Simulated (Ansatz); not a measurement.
# Preparing SnO2 (P4_2/mnm) as a host crystal, part 2 of 2

Aim: the runs on the perfect crystal SnO2 (P4_2/mnm) that a defect calculation needs first.

Ansatz 0.2.0; plane-wave PAW DFT, PBEsol; relaxation of the host's cell and atoms; PAW set soft_1 (the session's first sound run).

So far. Step 3 (Dielectric tensors of the host): The principal values of the electronic dielectric tensor are 4.60, 4.60 and 4.91. The principal values of the static dielectric tensor are 10.42, 13.48 and 13.48.

## 4. Defect free supercell relaxed in its symmetry

This cell, the one that will hold the defects, is built from the relaxed host. Its coarser k-points can move the atoms a little, so it is relaxed from the symmetric sites, as the reference for the test of stability.

This step: plane-wave PAW DFT, PBEsol; relaxation of the defect-free supercell in its symmetry; PAW set soft_1 (Ansatz 0.2.0).

System of this step: SnO2 (P4_2/mnm). The cell holds 96 atoms: 32 Sn and 64 O. Cell: a = 11.498 Å, b = 11.498 Å, c = 13.485 Å, α = 54.1°, β = 54.1°, γ = 71.8°.

File pristine.symmetric/input.yaml:

```yaml
crystal:
  lattice:
    - [0.0, 9.5356236445, 6.4238053132]
    - [9.5356236445, 0.0, 6.4238053132]
    - [9.5356236445, 9.5356236445, 0.0]
  atoms:
    - { symbol: Sn, position: [0.125, 0.125, 0.125] }
    - { symbol: Sn, position: [0.375, 0.375, 0.375] }
    - { symbol: Sn, position: [0.0, 0.0, 0.0] }
    - { symbol: Sn, position: [0.25, 0.25, 0.25] }
    - { symbol: O, position: [0.0281360785, 0.2218639215, 0.375] }
    - { symbol: O, position: [0.2781360785, 0.4718639215, 0.125] }
    - { symbol: O, position: [0.2218639215, 0.0281360785, 0.375] }
    - { symbol: O, position: [0.4718639215, 0.2781360785, 0.125] }
    - { symbol: O, position: [0.0, 0.0, 0.1531360785] }
    - { symbol: O, position: [0.25, 0.25, 0.4031360785] }
    - { symbol: O, position: [0.0, 0.0, 0.3468639215] }
    - { symbol: O, position: [0.25, 0.25, 0.0968639215] }
    - { symbol: Sn, position: [0.125, 0.125, 0.625] }
    - { symbol: Sn, position: [0.375, 0.375, 0.875] }
    - { symbol: Sn, position: [0.0, 0.0, 0.5] }
    - { symbol: Sn, position: [0.25, 0.25, 0.75] }
    - { symbol: O, position: [0.0281360785, 0.2218639215, 0.875] }
    - { symbol: O, position: [0.2781360785, 0.4718639215, 0.625] }
    - { symbol: O, position: [0.2218639215, 0.0281360785, 0.875] }
    - { symbol: O, position: [0.4718639215, 0.2781360785, 0.625] }
    - { symbol: O, position: [0.0, 0.0, 0.6531360785] }
    - { symbol: O, position: [0.25, 0.25, 0.9031360785] }
    - { symbol: O, position: [0.0, 0.0, 0.8468639215] }
    - { symbol: O, position: [0.25, 0.25, 0.5968639215] }
    - { symbol: Sn, position: [0.125, 0.625, 0.125] }
    - { symbol: Sn, position: [0.375, 0.875, 0.375] }
    - { symbol: Sn, position: [0.0, 0.5, 0.0] }
    - { symbol: Sn, position: [0.25, 0.75, 0.25] }
    - { symbol: O, position: [0.0281360785, 0.7218639215, 0.375] }
    - { symbol: O, position: [0.2781360785, 0.9718639215, 0.125] }
[... 60 atom lines left out ...]
    - { symbol: O, position: [0.7218639215, 0.5281360785, 0.875] }
    - { symbol: O, position: [0.9718639215, 0.7781360785, 0.625] }
    - { symbol: O, position: [0.5, 0.5, 0.6531360785] }
    - { symbol: O, position: [0.75, 0.75, 0.9031360785] }
    - { symbol: O, position: [0.5, 0.5, 0.8468639215] }
    - { symbol: O, position: [0.75, 0.75, 0.5968639215] }
basis:
  ecutwfc: 420
  xc_grid: 2
hamiltonian:
  xc: pbesol
  pseudopotentials: { kind: paw, azcp: { folder: soft_1 }, xc_functional: pbe }
kpoints:
  mp_grid: { grid: [1, 1, 1] }
scf:
  occupations: { method: fermi_dirac, width: 0.01 }
  max_iter: 100
  lower_state_search: "off"
output:
  forces: true
relax:
  f_tol: 0.015
  max_steps: 60
  escape_saddle: false
checkpoint:
  write: "../pristine.symmetric.run"
  compress: false
  write_wavefunctions: false
  write_every: 100000
```

On the command line:

```sh
ansatz run input.yaml --threads 32 --pin off --max-ram 84787MiB --backend cuda --events-out ev --progress --plain --runs-dir out --max-vram 78GiB
```

Numbers of over 12 decimals in the logs are rounded to 6 here.

Output:

```text
[...]
device memory: the entry about to start is reckoned to put 3.9 GiB on a device that reports 169.1 GiB free (of which the cap on the GPU budget leaves the run 78.0 GiB)
GPU FFT provider: cuFFT
GPU libraries: cuBLAS 13.8.1, cuFFT 12.4.0, cuSOLVER 12.3.2
GPU matrix products: emulated (plane waves: as basis.precision tells), large ones in fixed point in workspaces of 1.00 GiB
Crystal: 96 atoms, lattice volume = 1168.209 Å³
Basis set: ecut = 420 eV, 22821 PW (Γ), exchange–correlation on 160×160×192 points (8 copies of the dense FFT grid, shifted against one another)
Bands: 512, of which v1, the nominal top of the filled ones, is band 416 counted from 1 (415 counted from 0)
Symmetry: 256 space group operations
[...]
k-points: 1
[...]
GPU buffer pool allocated for 614400 grid points (all kernels)
GPU transforms: local potential and band sums: pruned to the plane-wave sphere, on 80×80×90
[...]
SCF iter   1: F=—  HF=-226299.847935 eV  |Δ(HF+E_count)|=         —  Δρ=6.96e-2  dr2=4.20e1  Hψ=1841
[...]
SCF iter   7: F=-226290.637195 eV  HF=-226290.637194 eV  |Δ(HF+E_count)|=   4.12e-6  Δρ=1.07e-5  dr2=1.67e-6  Hψ=1586
SCF 1 converged in 7 iterations: F = -226290.637195 eV  dr2 = 1.67e-6
[...]
relax step   1: F+E_penalty+E_count = -226290.63719468 eV  Δ(F+E_penalty+E_count) = +0.000e0 eV  max|allowed force component| = 4.111e-2 eV/Å  Δτ_max = 0.0000 Å  (7 SCF iters, dr2 threshold 5.63e-6 eV, accepted)
[...]
SCF iter   5: F=-226290.641685 eV  HF=-226290.641685 eV  |Δ(HF+E_count)|=   4.66e-8  Δρ=2.68e-6  dr2=7.99e-8  Hψ=1556
SCF 2 converged in 5 iterations: F = -226290.641685 eV  dr2 = 7.99e-8
relax step   2: F+E_penalty+E_count = -226290.64168478 eV  Δ(F+E_penalty+E_count) = -4.490e-3 eV  max|allowed force component| = 1.207e-2 eV/Å  Δτ_max = 0.0019 Å  (5 SCF iters, accepted)
SCF converged after 5 iterations
Free energy (F): -226290.641685 eV
[...]
Internal energy: -226290.641685 eV  (E = F + TS)
E sigma→0 (E₀):  -226290.641685 eV
Fermi energy:    9.606391 eV
[...]
--- Forces (eV/Å), atoms counted from 1 ---
  atom   1  Sn     0.00000000    -0.00000000    -0.00000000
  atom   2  Sn     0.00000000    -0.00000000    -0.00000000
  atom   3  Sn    -0.00000000     0.00000000    -0.00000000
  atom   4  Sn    -0.00000000    -0.00000000    -0.00000000
  atom   5  O     -0.01207071     0.01207071    -0.00000000
  atom   6  O     -0.01207071     0.01207071    -0.00000000
  [... 90 more lines of this table ...]
  max |Σ_I F_I| component: 6.42e-17 eV/Å
--- Relaxed structure (2 steps of the walk, 2 accepted, 0 SCFs on fresh bases) ---
  F+E_penalty+E_count = -226290.64168478 eV   max|allowed force component| = 1.207e-2 eV/Å
  atoms:
    - { symbol: Sn, position: [0.125000, 0.125000, 0.125000] }
    - { symbol: Sn, position: [0.375000, 0.375000, 0.375000] }
    - { symbol: Sn, position: [0, 0, 0] }
    - { symbol: Sn, position: [0.250000, 0.250000, 0.250000] }
    - { symbol: O, position: [0.028274, 0.221726, 0.375] }
    - { symbol: O, position: [0.278274, 0.471726, 0.125000] }
  [... 90 more lines of this table ...]
```

Run time: 2.4 s. Hardware: 1 × NVIDIA GB200 with 32 threads of Arm Neoverse V2, shared host; peak memory 1.2 GiB.

Hardly anything moved in the relaxation; the energy changed by under 0.2 meV an atom.

## 5. Defect free supercell relaxed from displaced atoms

This step: plane-wave PAW DFT, PBEsol; relaxation of the defect-free supercell from random displacements, a test of the host's stability; PAW set soft_1 (Ansatz 0.2.0).

pristine.rattled/input.yaml, as its differences from pristine.symmetric/input.yaml of step 4:

```diff
@@ -59,6 +59,6 @@
   f_tol: 0.015
-  max_steps: 60
-  escape_saddle: false
+  max_steps: 120
+  random_displacement: { amplitude: 0.06, seed: 2145 }
 checkpoint:
-  write: "../pristine.symmetric.run"
+  write: "../pristine.rattled.run"
   compress: false
```

Output:

```text
[...]
GPU FFT provider: cuFFT
GPU libraries: cuBLAS 13.8.1, cuFFT 12.4.0, cuSOLVER 12.3.2
[...]
Crystal: 96 atoms, lattice volume = 1168.209 Å³
Basis set: ecut = 420 eV, 22821 PW (Γ), exchange–correlation on 160×160×192 points (8 copies of the dense FFT grid, shifted against one another)
Bands: 512, of which v1, the nominal top of the filled ones, is band 416 counted from 1 (415 counted from 0)
Symmetry: 1 space group operations
k-points: 1
[...]
GPU buffer pool allocated for 614400 grid points (all kernels)
[...]
SCF iter   1: F=—  HF=-226296.807431 eV  |Δ(HF+E_count)|=         —  Δρ=7.00e-2  dr2=4.28e1  Hψ=1836
[...]
SCF iter   7: F=-226287.354547 eV  HF=-226287.354546 eV  |Δ(HF+E_count)|=   7.51e-7  Δρ=1.11e-5  dr2=1.74e-6  Hψ=1588
SCF 1 converged in 7 iterations: F = -226287.354547 eV  dr2 = 1.74e-6
[...]
relax step   1: F+E_penalty+E_count = -226287.35454686 eV  Δ(F+E_penalty+E_count) = +0.000e0 eV  max|allowed force component| = 3.123e0 eV/Å  Δτ_max = 0.0000 Å  (7 SCF iters, dr2 threshold 5.63e-6 eV, accepted)
[...]
relax step   2: F+E_penalty+E_count = -226290.15432603 eV  Δ(F+E_penalty+E_count) = -2.800e0 eV  max|allowed force component| = 1.184e0 eV/Å  Δτ_max = 0.1002 Å  (7 SCF iters, dr2 threshold 1.00e-4 eV, accepted)
relax step   3: F+E_penalty+E_count = -226290.64180253 eV  Δ(F+E_penalty+E_count) = -4.875e-1 eV  max|allowed force component| = 1.450e-2 eV/Å  Δτ_max = 0.0686 Å  (6 SCF iters, dr2 threshold 8.77e-5 eV, accepted)
[...]
SCF iter   5: F=-226290.641827 eV  HF=-226290.641827 eV  |Δ(HF+E_count)|=  2.62e-10  Δρ=1.31e-6  dr2=2.87e-8  Hψ=1598
SCF 4 converged in 5 iterations: F = -226290.641827 eV  dr2 = 2.87e-8
relax step   4: F+E_penalty+E_count = -226290.64182748 eV  Δ(F+E_penalty+E_count) = -2.495e-5 eV  max|allowed force component| = 1.459e-2 eV/Å  Δτ_max = 0.0000 Å  (5 SCF iters, accepted)
SCF converged after 5 iterations
Free energy (F): -226290.641827 eV
[...]
Internal energy: -226290.641827 eV  (E = F + TS)
E sigma→0 (E₀):  -226290.641827 eV
Fermi energy:    9.607163 eV
[...]
--- Forces (eV/Å), atoms counted from 1 ---
  atom   1  Sn    -0.00683145    -0.00065715     0.00464789
  atom   2  Sn    -0.00280687     0.00562522    -0.00253195
  atom   3  Sn     0.00675130     0.00821361     0.00591114
  atom   4  Sn    -0.00401179    -0.00020208     0.00589049
  atom   5  O      0.00453289     0.00179459     0.00380764
  atom   6  O      0.00034311    -0.00397231     0.00576247
  [... 90 more lines of this table ...]
  max |Σ_I F_I| component: 3.13e-5 eV/Å
--- Relaxed structure (4 steps of the walk, 4 accepted, 0 SCFs on fresh bases) ---
  F+E_penalty+E_count = -226290.64182748 eV   max|allowed force component| = 1.459e-2 eV/Å
  atoms:
    - { symbol: Sn, position: [0.125369, 0.124776, 0.125371] }
    - { symbol: Sn, position: [0.375531, 0.374821, 0.375256] }
    - { symbol: Sn, position: [0.000448, -0.000222, 0.000237] }
    - { symbol: Sn, position: [0.250343, 0.249704, 0.250433] }
    - { symbol: O, position: [0.028707, 0.221407, 0.375174] }
    - { symbol: O, position: [0.278785, 0.471339, 0.125390] }
  [... 90 more lines of this table ...]
```

Wall time 3.4 s (1 × NVIDIA GB200 with 32 threads); peak memory 1.2 GiB.

Relaxation path:

```csv
step,energy less that of the first step (eV),largest force component (eV/Å)
1,0.0000,3.1230
2,-2.7998,1.1844
3,-3.2873,0.0145
4,-3.2873,0.0146
```

The relaxation ends 34 meV an atom lower than the displaced start, with a largest force component of 0.015 eV/Å.

## 6. Host on a dense mesh

This step: plane-wave PAW DFT, PBEsol; single point of the defect-free host, a test of the k-point sampling; PAW set soft_1 (Ansatz 0.2.0).

System of this step: SnO2 (P4_2/mnm). The structure is tetragonal, space group P4_2/mnm (No. 136). The conventional cell has a = 4.768 Å, b = 4.768 Å, c = 3.212 Å, α = 90.00°, β = 90.00°, γ = 90.00°. Nearest to Sn lie 6 O at 2.07 Å. Nearest to O lie 3 Sn at 2.07 Å. Farther neighbours and most contacts between anions are not listed.

File dense/input.yaml:

```yaml
crystal:
  lattice:
    - [4.7678118222, 0.0, 0.0]
    - [0.0, 4.7678118222, 0.0]
    - [0.0, 0.0, 3.2119026566]
  atoms:
    - { symbol: Sn, position: [0.5, 0.5, 0.5] }
    - { symbol: Sn, position: [0.0, 0.0, 0.0] }
    - { symbol: O, position: [0.193727843, 0.806272157, 0.5] }
    - { symbol: O, position: [0.806272157, 0.193727843, 0.5] }
    - { symbol: O, position: [0.306272157, 0.306272157, 0.0] }
    - { symbol: O, position: [0.693727843, 0.693727843, 0.0] }
basis:
  ecutwfc: 420
  xc_grid: 2
hamiltonian:
  xc: pbesol
  pseudopotentials: { kind: paw, azcp: { folder: soft_1 }, xc_functional: pbe }
kpoints:
  mp_grid: { grid: [6, 6, 9] }
scf:
  occupations: { method: fermi_dirac, width: 0.01 }
  max_iter: 100
  lower_state_search: "off"
checkpoint:
  write: "../dense.run"
  compress: false
  write_wavefunctions: false
  write_every: 100000
```

Output:

```text
[...]
GPU FFT provider: cuFFT
GPU libraries: cuBLAS 13.8.1, cuFFT 12.4.0, cuSOLVER 12.3.2
[...]
Crystal: 6 atoms, lattice volume = 73.013 Å³
Basis set: ecut = 420 eV, 1435 PW (Γ), exchange–correlation on 64×64×48 points (8 copies of the dense FFT grid, shifted against one another)
Bands: 32, of which v1, the nominal top of the filled ones, is band 26 counted from 1 (25 counted from 0)
Symmetry: 16 space group operations
[...]
k-points: 50 of 324
[...]
GPU buffer pool allocated for 24576 grid points (all kernels)
[...]
SCF iter   1: F=—  HF=-14143.798690 eV  |Δ(HF+E_count)|=         —  Δρ=6.91e-2  dr2=2.56e0  Hψ=7090
[...]
SCF iter   7: F=-14143.237447 eV  HF=-14143.237447 eV  |Δ(HF+E_count)|=   1.52e-7  Δρ=6.85e-6  dr2=2.84e-8  Hψ=3964
SCF 1 converged in 7 iterations: F = -14143.237447 eV  dr2 = 2.84e-8
[...]
SCF converged after 7 iterations
Free energy (F): -14143.237447 eV
[...]
Internal energy: -14143.237447 eV  (E = F + TS)
E sigma→0 (E₀):  -14143.237447 eV
Fermi energy:    9.593027 eV
[...]
```

Elapsed: 1.1 s, on 1 × NVIDIA GB200 with 32 threads; peak memory 0.98 GiB.

## 7. Defect free supercell at the zone centre

The supercell is run at the zone centre, to see how far that sampling misses the dense mesh.

System of this step: SnO2 (P4_2/mnm). The cell holds 96 atoms: 32 Sn and 64 O. Cell: a = 11.498 Å, b = 11.498 Å, c = 13.485 Å, α = 54.1°, β = 54.1°, γ = 71.8°.

pristine.sampling_gamma/input.yaml, as its differences from pristine.rattled/input.yaml of step 5:

```diff
@@ -55,10 +55,4 @@
   lower_state_search: "off"
-output:
-  forces: true
-relax:
-  f_tol: 0.015
-  max_steps: 120
-  random_displacement: { amplitude: 0.06, seed: 2145 }
 checkpoint:
-  write: "../pristine.rattled.run"
+  write: "../pristine.sampling_gamma.run"
   compress: false
```

Output:

```text
[...]
GPU FFT provider: cuFFT
GPU libraries: cuBLAS 13.8.1, cuFFT 12.4.0, cuSOLVER 12.3.2
[...]
Crystal: 96 atoms, lattice volume = 1168.209 Å³
Basis set: ecut = 420 eV, 22821 PW (Γ), exchange–correlation on 160×160×192 points (8 copies of the dense FFT grid, shifted against one another)
Bands: 512, of which v1, the nominal top of the filled ones, is band 416 counted from 1 (415 counted from 0)
Symmetry: 256 space group operations
[...]
k-points: 1
[...]
GPU buffer pool allocated for 614400 grid points (all kernels)
[...]
SCF iter   1: F=—  HF=-226299.847919 eV  |Δ(HF+E_count)|=         —  Δρ=6.96e-2  dr2=4.20e1  Hψ=1841
[...]
SCF iter   8: F=-226290.637195 eV  HF=-226290.637195 eV  |Δ(HF+E_count)|=   8.86e-7  Δρ=2.07e-6  dr2=4.16e-8  Hψ=1195
SCF 1 converged in 8 iterations: F = -226290.637195 eV  dr2 = 4.16e-8
[...]
SCF converged after 8 iterations
Free energy (F): -226290.637195 eV
[...]
Internal energy: -226290.637195 eV  (E = F + TS)
E sigma→0 (E₀):  -226290.637195 eV
Fermi energy:    9.604492 eV
[...]
```

Run time: 1.5 s. Hardware: 1 × NVIDIA GB200 with 32 threads; peak memory 1.3 GiB; 2.9 s of CPU time.

## 8. Defect free supercell at the quarter point

The supercell is run at one point off the zone centre, to see how far that sampling misses the dense mesh.

pristine.sampling_quarter/input.yaml, as its differences from pristine.sampling_gamma/input.yaml of step 7:

```diff
@@ -50,3 +50,3 @@
 kpoints:
-  mp_grid: { grid: [1, 1, 1] }
+  mp_grid: { grid: [1, 1, 1], shift: [0.25, 0.25, 0.25] }
 scf:
@@ -56,3 +56,3 @@
 checkpoint:
-  write: "../pristine.sampling_gamma.run"
+  write: "../pristine.sampling_quarter.run"
   compress: false
```

Output:

```text
[...]
GPU FFT provider: cuFFT
GPU libraries: cuBLAS 13.8.1, cuFFT 12.4.0, cuSOLVER 12.3.2
[...]
Crystal: 96 atoms, lattice volume = 1168.209 Å³
Basis set: ecut = 420 eV, 22821 PW (Γ), exchange–correlation on 160×160×192 points (8 copies of the dense FFT grid, shifted against one another)
Bands: 512, of which v1, the nominal top of the filled ones, is band 416 counted from 1 (415 counted from 0)
Symmetry: 64 space group operations
k-points: 1
[...]
GPU buffer pool allocated for 614400 grid points (all kernels)
[...]
SCF iter   1: F=—  HF=-226300.407573 eV  |Δ(HF+E_count)|=         —  Δρ=6.93e-2  dr2=4.13e1  Hψ=1848
[...]
SCF iter   8: F=-226291.351340 eV  HF=-226291.351340 eV  |Δ(HF+E_count)|=   2.63e-8  Δρ=2.05e-6  dr2=4.11e-8  Hψ=1313
SCF 1 converged in 8 iterations: F = -226291.351340 eV  dr2 = 4.11e-8
[...]
SCF converged after 8 iterations
Free energy (F): -226291.351340 eV
[...]
Internal energy: -226291.351340 eV  (E = F + TS)
E sigma→0 (E₀):  -226291.351340 eV
Fermi energy:    9.817058 eV
[...]
```

The job ended after 1.8 s (1 × NVIDIA GB200 with 32 threads; peak memory 1.4 GiB; 3.8 s of CPU time).

## 9. Summary of results

```json
{"primitive cell vectors, lengths": "4.768, 4.768, 3.212 Å", "electronic dielectric constant": "principal values (4.60, 4.60, 4.91)", "static dielectric constant": "principal values (10.42, 13.48, 13.48)", "gap on the k-mesh of the response run (PBEsol)": "0.92 eV", "supercell relaxed in its symmetry less the displaced and relaxed one": "0.000 eV", "energy an atom at the zone centre alone less that on the dense mesh": "0.012 eV", "energy an atom at one point at (¼, ¼, ¼) less that on the dense mesh": "0.005 eV"}
```

**Reading.** Step 5: The energy fell by 3.287 eV from the randomly displaced start; against the sites as typed, O43 ends farthest off, by 0.01 Å, once the mean shift is taken out. The displaced cell ends within 0.01 eV of the symmetric one relaxed in its symmetry, so no lower structure shows in this supercell. The k-mesh can miss the band edges, so this gap is an upper bound at this level. All at zero temperature.

[Logs are printed without paths, hosts, clocks, repeated set-up lines and the standing remarks that a program may print on its own settings, such as how far it seeks lower states.]

[Hosts, paths, dates, database ids (printed as entryN), source tags and the programs' standing remarks are cut or masked in the printed files.]

[Runs of the host that timed out are not shown.]

[For some hosts the program warned that the k-mesh of the response run may be too coarse for force constants and the static dielectric constant; such warnings are not always shown.]

[The program warned that the k-mesh of a response run behind this text may be too coarse: force constants, and the static dielectric constant and all else formed from them, are not shown converged.]
